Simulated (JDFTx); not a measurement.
## ZnO in JDFTx: convergence with rho ratio

Input of the first run (rho ratio 4); the others differ in this setting and in those tied to it:

File ZnO.in:

```
include ZnO.lattice
coords-type Lattice
include ZnO.ionpos

ion-species pseudo/Zn.upf
ion-species pseudo/O.upf
elec-cutoff 42
elec-ex-corr gga-PBE
kpoint-folding 10 10 10
elec-smearing Fermi 0.0018374661
elec-n-bands 19
electronic-SCF nIterations 100 energyDiffThreshold 1e-09
electronic-minimize nIterations 30 energyDiffThreshold 1e-7
forces-output-coords Cartesian

dump-name run.$VAR
dump End Ecomponents EigStats BandEigs Kpoints Forces Stress
```

ZnO.lattice

```
lattice \
    5.0799806655     0.0000000000     0.0000000000 \
    0.0000000000     5.0799806655     0.0000000000 \
    0.0000000000     0.0000000000     5.0799806655
```

Contents of ZnO.ionpos:

```
ion Zn     0.0000000000     0.0000000000     0.0000000000 1
ion O      0.5000000000     0.5000000000     0.5000000000 1
```

Potentials or basis: PseudoDojo-SR-PBE-0.4.1-standard with smoothed tails.

Command:

```console
$ jdftx -c 1 -i ZnO.in -o ZnO.out
```

The cell was built by a generator and needn't be a form met in nature.

Hardware: 1 thread of Intel(R) Xeon(R) Platinum 8375C CPU @ 2.90GHz (Ice Lake), on a shared host.

| rho ratio | energy less the tightest run, at zero smearing (meV/atom) | SCF cycles | CPU time (s) | peak memory (GiB) |
| --- | --- | --- | --- | --- |
| 4 | 0.33 | 10 | 30 | 0.11 |
| 5 | -0.08 | 10 | 31 | 0.11 |
| 6 | 0.03 | 10 | 31 | 0.11 |
| 8 | 0.00 | 10 | 32 | 0.12 |
| 10 | 0.00 | 10 | 36 | 0.12 |

Against the tightest run, the energy stays within 1 meV/atom from 4 on. The tightest run that finished is the yardstick and may itself not be fully converged.
